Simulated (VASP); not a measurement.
# TiTe2 (P-3m1) in VASP: single point with rev-vdW-DF2

Aim: the single point of TiTe2 with rev-vdW-DF2.

All numbers are computed with VASP 6.6.1; they aren't measurements. Logs are shortened: lines on timing, memory, paths and dates and some standing lists are left out, and cuts for length are marked.

## (1) The crystal as given

Symmetry: P-3m1, No. 164, trigonal system. The conventional cell has a = 3.752 Å, b = 3.752 Å, c = 6.522 Å, α = 90.00°, β = 90.00°, γ = 120.00°. Ti (site symmetry -3m) has 6 Te at 2.77 Å as nearest neighbours. Around Te (site symmetry 3m) lie 3 Ti at 2.77 Å.

## (2) Single point, rev-vdW-DF2

INCAR

```
PREC = Accurate ; ENCUT = 520
EDIFF = 1E-6 ; ISMEAR = 1
SIGMA = 0.1 ; LREAL = False
LASPH = True ; NELM = 80
ALGO = Normal ; ISIF = 2
LWAVE = False ; LCHARG = False
GGA = MK ; LUSE_VDW = True
AGGAC = 0.0 ; PARAM1 = 0.1234
PARAM2 = 0.711357 ; ZAB_VDW = -1.8867
NBANDS = 19 ; ICORELEVEL = 1
```

KPOINTS

```
Automatic mesh
0
Gamma
  12 12 9
```

POSCAR

```
TiTe2
1.0
    3.7524374500      0.0000000000      0.0000000000
   -1.8762192700      3.2497064800      0.0000000000
    0.0000000000      0.0000000000      6.5215650000
Ti Te
1 2
Direct
    0.0000000000      0.0000000000      0.0000000000
    0.6666670000      0.3333340000      0.2639470000
    0.3333330000      0.6666660000      0.7360530000
```

Potentials or basis: VASP PAW PBE potentials, release 64 (Ti_sv, Te).

On the command line:

```bash
> cat potpaw_PBE.64/Ti_sv/POTCAR potpaw_PBE.64/Te/POTCAR > POTCAR
> mpirun -np 1 vasp_std > vasp.out
```

OUTCAR:

```text
PREC = Accurate
   ENCUT = 520
   EDIFF = 1E-6
   ISMEAR = 1
   LREAL = False
   LASPH = True
   NELM = 80
   ISIF = 2
   GGA = MK

 ion  position               nearest neighbor table
   1  0.000  0.000  0.000-   3 2.77   2 2.77   2 2.77   3 2.77   2 2.77   3 2.77
   2  0.667  0.333  0.264-   1 2.77   1 2.77   1 2.77
   3  0.333  0.667  0.736-   1 2.77   1 2.77   1 2.77

  LATTYP: Found a hexagonal cell.
 ALAT       =     3.7524374500
 C/A-ratio  =     1.7379543528

  Lattice vectors:

 A1 = (   3.7524374500,   0.0000000000,   0.0000000000)
 A2 = (  -1.8762192700,   3.2497064800,   0.0000000000)
 A3 = (   0.0000000000,   0.0000000000,   6.5215650000)

Analysis of symmetry for initial positions (statically):
=====================================================================
 Subroutine PRICEL returns:
 Original cell was already a primitive cell.

 Routine SETGRP: Setting up the symmetry group for a
 hexagonal supercell.

 Subroutine GETGRP returns: Found 12 space group operations
 (whereof 12 operations were pure point group operations)
 out of a pool of 24 trial point group operations.

The static configuration has the point symmetry D_3d.

Analysis of symmetry for dynamics (positions and initial velocities):
=====================================================================
 Subroutine PRICEL returns:
 Original cell was already a primitive cell.

 Routine SETGRP: Setting up the symmetry group for a
 hexagonal supercell.

 Subroutine GETGRP returns: Found 12 space group operations
 (whereof 12 operations were pure point group operations)
 out of a pool of 24 trial point group operations.

The dynamic configuration has the point symmetry D_3d.

 Subroutine INISYM returns: Found 12 space group operations
 (whereof 12 operations are pure point group operations),
 and found     1 'primitive' translations

----------------------------------------------------------------------------------------

                                     Primitive cell

  volume of cell :      79.5261

  direct lattice vectors                    reciprocal lattice vectors
     3.752437450  0.000000000  0.000000000     0.266493449  0.153860094  0.000000000
    -1.876219270  3.249706480  0.000000000     0.000000000  0.307720099  0.000000000
     0.000000000  0.000000000  6.521565000     0.000000000  0.000000000  0.153337427

  length of vectors
     3.752437450  3.752438002  6.521565000     0.307720144  0.307720099  0.153337427

  position of ions in fractional coordinates (direct lattice)
     0.000000000  0.000000000  0.000000000
     0.666667000  0.333334000  0.263947000
     0.333333000  0.666666000  0.736053000

  ion indices of the primitive-cell ions
   primitive index   ion index
                 1           1
                 2           2
                 3           3

----------------------------------------------------------------------------------------

 KPOINTS: Automatic mesh

Automatic generation of k-mesh.
 Grid dimensions read from file:
 generate k-points for:   12   12    9

 Generating k-lattice:

  Cartesian coordinates                     Fractional coordinates (reciprocal lattice)
     0.022207787  0.012821675  0.000000000     0.083333333  0.000000000  0.000000000
     0.000000000  0.025643342  0.000000000     0.000000000  0.083333333  0.000000000
     0.000000000  0.000000000  0.017037492     0.000000000  0.000000000  0.111111111

  Length of vectors
     0.025643345  0.025643342  0.017037492

  Shift w.r.t. Gamma in fractional coordinates (k-lattice)
     0.000000000  0.000000000  0.000000000

 Subroutine IBZKPT returns following result:
 ===========================================

 Found    143 irreducible k-points:

 Following reciprocal coordinates:
            Coordinates               Weight
  0.000000  0.000000  0.000000      1.000000
  0.083333 -0.000000  0.000000      6.000000
  0.166667  0.000000  0.000000      6.000000
  0.250000  0.000000  0.000000      6.000000
  0.333333  0.000000  0.000000      6.000000
  0.416667  0.000000  0.000000      6.000000
[... 16 lines left out ...]
  0.166667  0.000000  0.111111      6.000000
  0.000000  0.166667  0.111111      6.000000
 [... further k-points ...]
   k-points           NKPTS =    143   k-points in BZ     NKDIM =    143   number of bands    NBANDS=     19
   number of dos      NEDOS =    301   number of ions     NIONS =      3
   total plane-waves  NPLWV =  39200
   dimension x,y,z NGX =    28 NGY =   28 NGZ =   50
   dimension x,y,z NGXF=    56 NGYF=   56 NGZF=  100
   ions per type =               1   2
   NGX,Y,Z   is equivalent  to a cutoff of  12.40, 12.40, 12.75 a.u.
   NGXF,Y,Z  is equivalent  to a cutoff of  24.81, 24.81, 25.49 a.u.
 SYSTEM =  unknown system
   PREC   = accura    normal or accurate (medium, high low for compatibility)
   ISTART =      0    job   : 0-new  1-cont  2-samecut
   ICHARG =      2    charge: 1-file 2-atom 10-const
   ISPIN  =      1    spin polarized calculation?
   LNONCOLLINEAR =      F non collinear calculations
   LSORBIT =      F    spin-orbit coupling
   LASPH  =      T    aspherical Exc in radial PAW
   ENCUT  =  520.0 eV  38.22 Ry    6.18 a.u.   6.98  6.98 12.13*2*pi/ulx,y,z
   NELM   =     80;   NELMIN=  2; NELMDL= -5     # of ELM steps
   EDIFF  = 0.1E-05   stopping-criterion for ELM
   LREAL  =      F    real-space projection
   EDIFFG = 0.1E-04   stopping-criterion for IOM
   NSW    =      0    number of steps for IOM
   IBRION =     -1    ionic relax: 0-MD 1-quasi-New 2-CG
   NFREE  =      0    steps in history (QN), initial steepest desc. (CG)
   ISIF   =      2    stress and relaxation
   ISYM   =      2    0-nonsym 1-usesym 2-fastsym
   POTIM  = 0.5000    time-step for ionic-motion
   TEBEG  =    0.0;   TEEND  =   0.0 temperature during run
   PSTRESS=    0.0 pullay stress
   NELECT =      24.0000    total number of electrons
   NUPDOWN=      -1.0000    fix difference up-down
   EMIN   =  10.00;   EMAX   =-10.00  energy-range for DOS
   EFERMI =   0.00;   METHOD = LEGACY
   ISMEAR =     1;   SIGMA  =   0.10  broadening in eV -4-tet -1-fermi 0-gaus
   EFERMI_NEDOS =   21; number of points for ismear=-14 and -15
   IALGO  =     38    algorithm
   IMIX   =      4    mixing-type and parameters
     AMIX     =   0.40;   BMIX     =  1.00
     AMIX_MAG =   1.60;   BMIX_MAG =  1.00
  volume/ion in A,a.u.               =      26.51       178.89
  Fermi-wavevector in a.u.,A,eV,Ry     =   1.098101  2.075109 16.406242  1.205825
  Thomas-Fermi vector in A             =   2.234472
   LORBIT       =      0    0 simple, 1 ext, 2 COOP (PROOUT), +10 PAW based schemes
   GGA     = MK    functional components
   LHFCALC =     F    Hartree Fock is set to
   AEXX    =    0.0000 exact exchange contribution
   IVDW_NL    =     1    kernel type
   BPARAM     = 6.3000
   IVDW    =     0    specifies the selected vdW correction
   LEPSILON=     F    determine dielectric tensor
   LRPA    =     F    only Hartree local field effects (RPA)
 non-spin polarized calculation
 Methfessel and Paxton  Order N= 1 SIGMA  =   0.10
  energy-cutoff  :      520.00
  volume of cell :       79.53
 maximum number of plane-waves:      2163
   NGX = 13   NGY = 13   NGZ = 25

 number of electron      23.9999997 magnetization

 Free energy of the ion-electron system (eV)
  ---------------------------------------------------
  ext. energy  EPLUGINS =         0.00000000
  ---------------------------------------------------
  free energy    TOTEN  =       -10.46115945 eV

  energy without entropy =      -10.46141796  energy(sigma->0) =      -10.46124562

 the core state eigenenergies are
   1-  1s  -4856.4665  2s   -524.9032  2p   -432.2091
   2-  1s -31608.4476  2s  -4836.0358  2p  -4339.4302  3s   -952.2784  3p   -790.9360
       3d   -547.1830  4s   -151.8319  4p   -101.8773  4d    -29.2159
   3-  1s -31608.4476  2s  -4836.0358  2p  -4339.4302  3s   -952.2784  3p   -790.9360
       3d   -547.1830  4s   -151.8319  4p   -101.8773  4d    -29.2159

 E-fermi :   6.8685     XC(G=0):  -9.9488

 val. band max:        6.8468805587   @ k =   0.5000   0.0000   0.0000
 cond. band min:       6.8686043942   @ k =   0.4167   0.0000   0.0000
 fundamental gap:      0.0217238355
 Fermi energy:         6.8685436836

 k-point     1 :       0.0000    0.0000    0.0000
  band No.  band energies     occupation
      1     -50.4224      2.00000
      2     -26.8019      2.00000
      3     -26.8019      2.00000
      4     -26.7600      2.00000
      5      -5.6168      2.00000
      6      -4.1367      2.00000
[... 11 lines left out ...]
     18      12.1064      0.00000
     19      12.8201      0.00000

 k-point     2 :       0.0833   -0.0000    0.0000
  band No.  band energies     occupation
      1     -50.4222      2.00000
      2     -26.8050      2.00000
      3     -26.8026      2.00000
      4     -26.7593      2.00000
      5      -5.5385      2.00000
      6      -4.0950      2.00000
[... 11 lines left out ...]
     18      12.6534      0.00000
     19      13.2147      0.00000

 k-point     3 :       0.1667    0.0000    0.0000
  band No.  band energies     occupation
      1     -50.4216      2.00000
      2     -26.8132      2.00000
      3     -26.8045      2.00000
      4     -26.7574      2.00000
      5      -5.3104      2.00000
      6      -3.9781      2.00000
[... 11 lines left out ...]
     18      13.0559      0.00000
     19      13.7774      0.00000

 k-point     4 :       0.2500    0.0000    0.0000
  band No.  band energies     occupation
      1     -50.4208      2.00000
      2     -26.8245      2.00000
      3     -26.8071      2.00000
      4     -26.7547      2.00000
      5      -4.9546      2.00000
      6      -3.8138      2.00000
[... 165 lines left out ...]
     18      12.4540      0.00000
     19      12.9304      0.00000

 k-point    12 :       0.4167    0.0833    0.0000
  band No.  band energies     occupation
      1     -50.4191      2.00000
      2     -26.8452      2.00000
      3     -26.8140      2.00000
      4     -26.7495      2.00000
      5      -3.8814      2.00000
      6      -3.5916      2.00000
[... 11 lines left out ...]
     18      12.3871      0.00000
     19      12.8505      0.00000

 k-point    13 :       0.1667    0.1667    0.0000
  band No.  band energies     occupation
      1     -50.4203      2.00000
      2     -26.8279      2.00000
      3     -26.8106      2.00000
      4     -26.7534      2.00000
      5      -4.7562      2.00000
      6      -3.7283      2.00000
[... 11 lines left out ...]
     18      13.0473      0.00000
     19      13.9431      0.00000

------------------------ aborting loop because EDIFF is reached ----------------------------------------

  FORCE on cell =-STRESS in cart. coord.  units (eV):
  Direction    XX          YY          ZZ          XY          YZ          ZX
  --------------------------------------------------------------------------------------
  -------------------------------------------------------------------------------------
  Total       -0.0140512     -0.0140512      0.0507070      0.0000000     -0.0000000      0.0000000
  in kB       -0.2830830     -0.2830831      1.0215714      0.0000000     -0.0000000      0.0000000
  external PRESSURE =       0.1518017 kB  Pullay stress =       0.0000000 kB

 VOLUME and BASIS-vectors are now :
 -----------------------------------------------------------------------------
  energy-cutoff  :      520.00
  volume of cell :       79.53
      direct lattice vectors                 reciprocal lattice vectors
     3.752437450  0.000000000  0.000000000     0.266493449  0.153860094  0.000000000
    -1.876219270  3.249706480  0.000000000     0.000000000  0.307720099  0.000000000
     0.000000000  0.000000000  6.521565000     0.000000000  0.000000000  0.153337427

 POSITION                                       TOTAL-FORCE (eV/Angst)
 -----------------------------------------------------------------------------------
      0.00000      0.00000      0.00000         0.000000     -0.000000      0.000000
      1.87622      1.08324      1.72135         0.000000      0.000000      0.010964
     -0.00000      2.16647      4.80022        -0.000000     -0.000000     -0.010964
 -----------------------------------------------------------------------------------
    total drift:                               -0.000000     -0.000000      0.000000

  FREE ENERGIE OF THE ION-ELECTRON SYSTEM (eV)
  ---------------------------------------------------
  free  energy   TOTEN  =       -10.4611594506 eV

  energy  without entropy=      -10.4614179586  energy(sigma->0) =      -10.46124562

Total vdW correction in eV:      3.9956287
```

It took 2.4 min on 1 thread of Intel Xeon 6975P-C (Granite Rapids), shared host; peak memory 0.57 GiB.

Results:

| Quantity | Value |
| --- | --- |
| Free energy | -10.4612 eV |
| Pressure | 0.0 GPa |
| Largest force | 0.011 eV/Å |
| Band gap on the k mesh | none (metal or under the smearing width) |

Forces on the atoms (eV/Å):
```
Ti   0.000  0.000  0.000
Te   0.000  0.000  0.011
Te   0.000  0.000 -0.011
```

Core levels (eV, on the scale of the bands):
| atom | levels |
| --- | --- |
| 1 Ti | 1s -4856.5, 2s -524.9, 2p -432.2 |
| 2 Te | 1s -31608.4, 2s -4836.0, 2p -4339.4, 3s -952.3, 3p -790.9, 3d -547.2, 4s -151.8, 4p -101.9, 4d -29.2 |
| 3 Te | 1s -31608.4, 2s -4836.0, 2p -4339.4, 3s -952.3, 3p -790.9, 3d -547.2, 4s -151.8, 4p -101.9, 4d -29.2 |

Caveat: the PAW data sets were made with another functional, which shifts forces and pressure a little. Spin-orbit coupling is left out, which matters for the levels of Te.
